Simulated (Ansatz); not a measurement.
## H-CC-F chair monolayer in a perpendicular field

Aim: how the H-CC-F chair monolayer screens a field along its normal, and what the field does to its bands. A positive field points along +c.

Program: Ansatz 0.2.0. Level of theory: plane-wave DFT, PBE-D3(BJ), Ansatz PAW. Results are calculated unless marked as measured.

Report form: the programs' logs are mostly left out.

### 1. The starting structure

The cell holds 4 atoms: 1 F, 2 C and 1 H. Its edges and angles: a = 2.508 Å, b = 2.508 Å, c = 36.807 Å, α = 90.0°, β = 90.0°, γ = 120.0°. Vacuum lies along c.

### 2. Relaxation

The starting cell is a guess, so the in-plane lattice and the atoms are relaxed first, with the slab cut off from its images along the normal.

File input.yaml:

```yaml
crystal:
  lattice:
    - [2.508, 0.0, 0.0]
    - [-1.254, 2.1719917127, 0.0]
    - [0.0, 0.0, 36.8066666657]
  atoms:
    - { symbol: F, position: [0.6666666667, 0.3333333333, 0.4605143996] }
    - { symbol: C, position: [0.6666666667, 0.3333333333, 0.4966491578] }
    - { symbol: C, position: [0.3333333333, 0.6666666667, 0.5104147799] }
    - { symbol: H, position: [0.3333333333, 0.6666666667, 0.5394856004] }
  periodic: [true, true, false]
kpoints:
  mp_grid: { grid: [18, 18, 1] }
hamiltonian:
  xc: pbe
  dispersion: d3bj
scf:
  occupations: { method: fermi_dirac, width: 0.05 }
  convergence: { dr2_threshold: 1.0e-09 }
relax:
  f_tol: 0.004
  max_steps: 90
  cell: {}
output:
  write_potential: true
  write_density: true
  volumetric_format: npy
```

Launch:

```console
> ansatz run input.yaml --threads 2 --pin off --max-ram 3072MiB --backend cpu --events-out ev --progress --plain --runs-dir out
```

The job ended after 48 s (2 threads of Arm Neoverse V1, shared host; peak memory 0.45 GiB; 94 s of CPU time).

Relaxation path:

```tsv
step	energy less that of the first step (eV)	largest force component (eV/Å)	volume (Å³)
1	0.0000	1.9950	200.50
2	-0.0838	0.9019	206.84
3	-0.0976	0.1720	209.04
4	-0.0978	0.0106	209.46
5	-0.0979	0.0034	209.35
6*	-0.1083	0.0033	209.35
7	-0.1080	0.0147	209.82
8	-0.1080	0.0003	209.88
9*	-0.1085	0.0004	209.88
```

Relaxation steps marked * repeat the geometry before them on a plane-wave basis chosen anew for their cell, so energy and pressure can jump there.

Forces are held to the 6 operations that the run works with; a distortion that breaks them can't arise in this run.

```tsv
cell as run	before	after	change
a (Å)	2.508	2.566	+2.3 %
b (Å)	2.508	2.566	+2.3 %
```

The atoms that moved most (Å, along periodic axes as changes of fractional coordinates times the final cell, across vacuum about the mean position):

```tsv
atom	dx	dy	dz	length
F1	0.000	0.000	-0.026	0.026
H4	0.000	0.000	0.021	0.021
C2	0.000	0.000	0.018	0.018
C3	0.000	0.000	-0.013	0.013
```

The relaxed structure:

```cif
data_structure
_symmetry_space_group_name_H-M 'P 1'
_symmetry_Int_Tables_number 1
_cell_length_a 2.5660
_cell_length_b 2.5660
_cell_length_c 36.8067
_cell_angle_alpha 90.000
_cell_angle_beta 90.000
_cell_angle_gamma 120.000
_cell_volume 209.88
loop_
_atom_site_label
_atom_site_type_symbol
_atom_site_fract_x
_atom_site_fract_y
_atom_site_fract_z
_atom_site_occupancy
F1 F 0.66667 0.33333 0.45981 1
C2 C 0.66667 0.33333 0.49713 1
C3 C 0.33333 0.66667 0.51006 1
H4 H 0.33333 0.66667 0.54006 1
```

Numbers from this step:

```yaml
gap_on_the_k_mesh: 2.601 eV
```

The lattice constant a goes from 2.508 to 2.566 Å.

### 3. Single point, field 0

A sawtooth potential applies the field, turning back in the middle of the vacuum. With the dipole correction the typed value is the field outside the slab. The induced dipole is small, so the SCF threshold is tight.

The cell differs from the one that the last finished run ended in (c 36.807 → 20.954 Å).

File input.yaml:

```yaml
crystal:
  lattice:
    - [2.5660216478, 0.0, 0.0]
    - [-1.2830108239, 2.2222399337, 0.0]
    - [0.0, 0.0, 20.9538939453]
  atoms:
    - { symbol: F, position: [0.6666666667, 0.3333333333, 0.4295144389] }
    - { symbol: C, position: [0.6666666667, 0.3333333333, 0.4950725572] }
    - { symbol: C, position: [0.3333333333, 0.6666666667, 0.5177727179] }
    - { symbol: H, position: [0.3333333333, 0.6666666667, 0.5704855611] }
kpoints:
  mp_grid: { grid: [24, 24, 1] }
  band_path:
    path: [[0, 0, 0], [0.5, 0, 0], [0.33333333, 0.33333333, 0], [0, 0, 0]]
    npoints: 16
hamiltonian:
  xc: pbe
  dispersion: d3bj
scf:
  occupations: { method: fermi_dirac, width: 0.02585 }
  convergence: { dr2_threshold: 1.0e-10 }
efield:
  axis: 3
  dipole_correction: true
  ramp_position: 0.97
  ramp_width: 0.06
  amplitude: 0
output:
  dos: { projected: true, e_range: [-6, 5] }
  write_potential: true
  write_density: true
  volumetric_format: npy
  elf: true
```

Wall time 10 s (2 threads); peak memory 0.43 GiB; 21 s of CPU time.

Numbers from this step:

- gap on the k-mesh: 2.603 eV
- dipole along the normal: 0.1517 e·Å
- gap along the path: 2.603 eV
- smallest direct gap along the path: 2.603 eV
- step between the vacuum levels: -4.815 eV
- ionisation energy, upper face: 3.581 eV
- electron affinity, upper face: 0.9782 eV
- ionisation energy, lower face: 8.396 eV
- gap, the smaller of path and mesh: 2.603 eV

Running mean over a fixed 2.8 Å (it still follows the layers) of the planar mean; the ramp of the sawtooth is left out. Electron's electrostatic potential energy less the Fermi level against z:

```tsv
z (Å)	electron's electrostatic potential energy less the Fermi level (eV)
3.0	7.09
3.5	7.09
4.0	7.09
4.5	7.09
5.0	7.09
5.5	7.09
6.0	7.09
6.5	7.07
7.0	6.92
7.5	5.57
8.0	3.41
8.5	1.65
9.0	-1.86
9.5	-6.74
10.0	-9.44
10.5	-9.15
11.0	-8.69
11.5	-7.42
12.0	-3.78
12.5	-0.212
13.0	1.11
13.5	1.87
14.0	2.20
14.5	2.26
15.0	2.27
15.5	2.27
16.0	2.27
16.5	2.27
17.0	2.27
17.5	2.27
18.0	2.27
```

The density of states has structure finer than the step of the table below, so its rows give means over 0.5 eV, whole bins alone (the curve runs from -6 to 3.29 eV). Peaks (eV: height): -4.43: 9.86, -2.88: 2.47.

The density of states by energy, zero at the Fermi level of the run, which the smearing sets inside the gap; means over each step:

```tsv
energy (eV)	density of states (states/eV a cell)
-5.5	0.892
-5.0	0.588
-4.5	2.37
-4.0	1.07
-3.5	1.59
-3.0	1.64
-2.5	0.930
-2.0	0.535
-1.5	0.314
-1.0	0
-0.5	0
0.0	0
0.5	0
1.0	0
1.5	0.221
2.0	0.267
2.5	0.275
3.0	0.508
```

Projected DOS per atom over height of the atomic layer and energy from the Fermi level. Layers: F C C H from below.

Values in states/eV, 22 rows by 4 columns, each cell a mean:
```
0.01 0.01 0.05 0.09
0.01 0.00 0.04 0.08
0.01 0.00 0.03 0.07
0.01 0.00 0.03 0.07
0.01 0.00 0.02 0.05
0.00 0.00 0.00 0.00
0.00 0.00 0.00 0.00
0.00 0.00 0.00 0.00
0.00 0.00 0.00 0.00
0.00 0.00 0.00 0.00
0.01 0.01 0.01 0.00
0.15 0.08 0.15 0.00
0.26 0.09 0.18 0.00
0.50 0.10 0.23 0.00
1.12 0.13 0.35 0.00
1.08 0.07 0.26 0.02
1.06 0.05 0.23 0.07
0.98 0.05 0.22 0.09
1.55 0.18 0.37 0.14
0.27 0.18 0.11 0.01
0.29 0.25 0.20 0.04
0.39 0.32 0.35 0.11
```
Columns: height of the atomic layer (Å) from 9 to 12.0 (not evenly spaced); rows upwards: energy from the Fermi level (eV) from -5.96 to 3.22.

Electronic bands along the path, in eV, zero at the Fermi level of the run, which the smearing sets inside the gap:

```tsv
point	band 5	band 6	band 7	band 8	band 9	band 10	band 11	band 12
Γ	-4.40	-4.40	-1.31	-1.31	1.30	2.77	4.04	5.42
halfway	-5.98	-5.42	-3.69	-2.32	2.98	4.62	5.35	6.15
M	-7.01	-6.34	-4.44	-2.87	5.02	5.57	7.43	9.19
halfway	-7.52	-7.00	-4.46	-3.47	5.70	7.54	7.92	9.59
K	-7.39	-7.24	-4.66	-3.77	6.78	7.15	8.74	10.82
halfway	-6.76	-5.76	-3.75	-2.95	3.53	5.26	6.31	6.69
Γ	-4.40	-4.40	-1.31	-1.31	1.30	2.77	4.04	5.42
```

Valence density in the ca plane at fractional y = 0.333, with atoms of F and C within 0.2 Å of it. It is the smooth field of the valence electrons, not physical close to the nuclei.

Ten steps, logarithmic in the rise over the least value, from '0' (0 e/Å³) to '9' (12 e/Å³), each cell a mean:
```
00000000000000000025654455321000000000000000
00000000000000000037985555320000000000000000
00000000000000000148996555310000000000000000
00000000000000000036875555321000000000000000
00000000000000000024553454321000000000000000
00000000000000000001222244322100000000000000
00000000000000000001111234332100000000000000
00000000000000000012222344322100000000000000
```
Columns run along c (16.0 Å, from fractional 0.08 to 0.84 of the cell), rows up along a (2.6 Å). Atoms in or near the plane, at fractional coordinates: F at (0.43, 0.67), C at (0.50, 0.67).

Electrostatic potential energy in the ca plane at fractional y = 0.333, with atoms of F and C within 0.2 Å of it. With pseudopotentials it is smooth inside the atoms' cores, unlike the true potential.

Ten even steps from '0' (-43 eV) to '9' (4 eV), each cell a mean:
```
99999999999999999997457535789999999999999999
99999999999999999983004001689999999999999999
99999999999999999981002000589999999999999999
99999999999999999994115102789999999999999999
99999999999999999998678646788999999999999999
99999999999999999999998876788899999999999999
99999999999999999999999876788899999999999999
99999999999999999999998877788899999999999999
```
Columns run along c (16.0 Å, from fractional 0.08 to 0.84 of the cell; values clipped at the 3rd and 97th percentile), rows up along a (2.6 Å). Atoms in or near the plane, at fractional coordinates: F at (0.43, 0.67), C at (0.50, 0.67).

ELF in the ca plane at fractional y = 0.333, with atoms of F and C within 0.2 Å of it. It is the smooth field of the valence electrons, not physical close to the nuclei.

Values, 5 rows by 16 columns, each cell a mean:
```
0.00 0.00 0.00 0.00 0.00 0.01 0.35 0.77 0.51 0.57 0.10 0.03 0.00 0.00 0.00 0.00
0.00 0.00 0.00 0.00 0.00 0.01 0.41 0.65 0.44 0.35 0.03 0.01 0.00 0.00 0.00 0.00
0.00 0.00 0.00 0.00 0.00 0.00 0.33 0.77 0.51 0.59 0.15 0.04 0.00 0.00 0.00 0.00
0.00 0.00 0.00 0.00 0.00 0.00 0.07 0.25 0.31 0.57 0.57 0.23 0.01 0.00 0.00 0.00
0.00 0.00 0.00 0.00 0.00 0.00 0.08 0.27 0.31 0.57 0.57 0.22 0.01 0.00 0.00 0.00
```
Columns run along c (16.0 Å, from fractional 0.08 to 0.84 of the cell), rows up along a (2.6 Å). Atoms in or near the plane, at fractional coordinates: F at (0.43, 0.67), C at (0.50, 0.67).

The gap is 2.60 eV, with the valence edge 3.58 eV and the conduction edge 0.98 eV under the upper vacuum level.

### 4. Single point, field 0.1 V/Å

Changes to input.yaml since step 3:

```diff
@@ -26,5 +26,4 @@
   ramp_width: 0.06
-  amplitude: 0
+  amplitude: 0.1
 output:
-  dos: { projected: true, e_range: [-6, 5] }
   write_potential: true
@@ -32,2 +31 @@
   volumetric_format: npy
-  elf: true
```

The job ended after 11 s (2 threads; peak memory 0.41 GiB; 21 s of CPU time).

The dipole is 0.162 e·Å, 0.0106 e·Å from its value without field, and the gap 2.757 eV.

### 5. Single point, field -0.1 V/Å

Changes to input.yaml since step 4:

```diff
@@ -26,3 +26,3 @@
   ramp_width: 0.06
-  amplitude: 0.1
+  amplitude: -0.1
 output:
```

It took 11 s on 2 threads; peak memory 0.41 GiB; 22 s of CPU time.

The dipole is 0.141 e·Å, -0.0106 e·Å from its value without field, and the gap 2.431 eV.

### 6. Response, atoms held

This step: plane-wave DFT, PBE-D3(BJ), Ansatz PAW; response to a field along the normal, atoms held (Ansatz 0.2.0).

The dipoles give the slope, and the difference of two potentials shows where the field is screened.

Numbers from this step:

* equivalent conductor thickness p/(ε₀AE): 3.370 Å
* distance between the outer atoms: 2.954 Å

Dipole of the cell against applied field:

```tsv
applied field (V/Å)	dipole of the cell (e·Å)
-0.1000	0.141
0.0000	0.152
0.1000	0.162
```

Local field over the applied field, running mean. From the potentials at -0.1 and 0.1 V/Å; running mean over 2.5 Å. The local field over applied field by z:

z (Å), local field over applied field and a bar from the least value:
```
     4.07       1.00 ##############################
     4.37       1.00 ##############################
     4.80       1.00 ##############################
     5.09       1.00 ##############################
     5.53       1.00 ##############################
     5.82       1.00 ##############################
     6.11       1.00 ##############################
     6.55       0.99 ##############################
     6.84       0.98 #############################
     7.13       0.95 ############################
     7.57       0.85 #########################
     7.86       0.77 ######################
     8.29       0.64 #################
     8.59       0.56 ##############
     8.88       0.48 ###########
     9.31       0.34 ######
     9.60       0.26 ###
     9.89       0.21 #
    10.33       0.19 
    10.62       0.18 
    11.06       0.20 #
    11.35       0.24 ##
    11.64       0.30 #####
    12.08       0.45 ##########
    12.37       0.54 #############
    12.66       0.63 #################
    13.10       0.77 ######################
    13.39       0.85 #########################
    13.82       0.93 ############################
    14.11       0.96 #############################
    14.41       0.98 #############################
    14.84       0.99 ##############################
    15.13       1.00 ##############################
    15.42       1.00 ##############################
    15.86       1.00 ##############################
    16.15       1.00 ##############################
    16.59       1.00 ##############################
    16.88       1.00 ##############################
```

Electrons, planar mean, per unit field. Table of induced electron density by z:

```tsv
z (Å)	induced electron density (e/Å³ per V/Å)
4.07	1.1e-7
4.37	1.5e-7
4.80	-1.3e-7
5.09	-5.1e-8
5.53	1.1e-6
5.82	2.4e-6
6.11	6.1e-6
6.55	2.5e-5
6.84	6.6e-5
7.13	1.7e-4
7.57	6.3e-4
7.86	0.00143
8.29	0.00382
8.59	0.00453
8.88	0.00135
9.31	0.00129
9.60	-9.2e-4
9.89	-6.1e-4
10.33	0.00406
10.62	8.0e-5
11.06	-0.00154
11.35	8.8e-4
11.64	-2.6e-4
12.08	-0.00380
12.37	-0.00383
12.66	-0.00280
13.10	-0.00134
13.39	-7.6e-4
13.82	-3.0e-4
14.11	-1.6e-4
14.41	-8.2e-5
14.84	-2.9e-5
15.13	-1.4e-5
15.42	-6.8e-6
15.86	-2.4e-6
16.15	-1.2e-6
16.59	-3.7e-7
16.88	-1.9e-7
```

The smaller of the gaps on the path and on the k-mesh, counted as 0 under 0.03 eV. The gap by applied field:

```tsv
applied field (V/Å)	gap (eV)
-0.1000	2.43
0.0000	2.60
0.1000	2.76
```

By hand: between -0.1 and 0.1 V/Å the dipole changes by 0.02124 e·Å, a slope of 0.1062 e·Å²/V. A perfect conductor of thickness t has p = ε₀AEt, so t = 180.95 × 0.1062 / 5.702 = 3.37 Å (e/ε₀ = 180.95 V·Å, A in Å²).

The induced dipole is that of a conductor 3.37 Å thick.

### 7. Summary of results

```
gap without field                          : 2.60 eV
ionisation energy, upper face              : 3.58 eV
electron affinity, upper face              : 0.978 eV
step between the vacuum levels             : -4.81 eV
equivalent conductor thickness, atoms held : 3.37 Å
```

What this shows: The induced dipole equals that of a perfect conductor 3.37 Å thick, while the outer atoms lie 2.95 Å apart; an out-of-plane ε follows only once a thickness t is chosen, by 1 − 1/ε = 3.37 Å / t. The two faces differ: the vacuum level above lies 4.81 eV lower than the one below. The gap goes from 2.60 eV to 2.43 eV at -0.1 V/Å. In a field the lowest empty level of a wide-gap layer can be a state in the vacuum, whose place depends on the cell. With the field reversed the gap is 2.76 eV at 0.1 V/Å. Semilocal functionals give gaps that are too small, and excitons are not included.

[Logs are printed without paths, hosts, clocks, repeated set-up lines and the standing remarks that a program may print on its own settings, such as how far it seeks lower states.]

[Hosts, paths, dates, database ids (printed as entryN), source tags and the programs' standing remarks are cut or masked in the printed files.]

[Maps of the electrostatic potential energy from Ansatz leave out the sawtooth potential of an applied field or a dipole correction, so their vacuum need not be flat; planar profiles and work functions include it.]
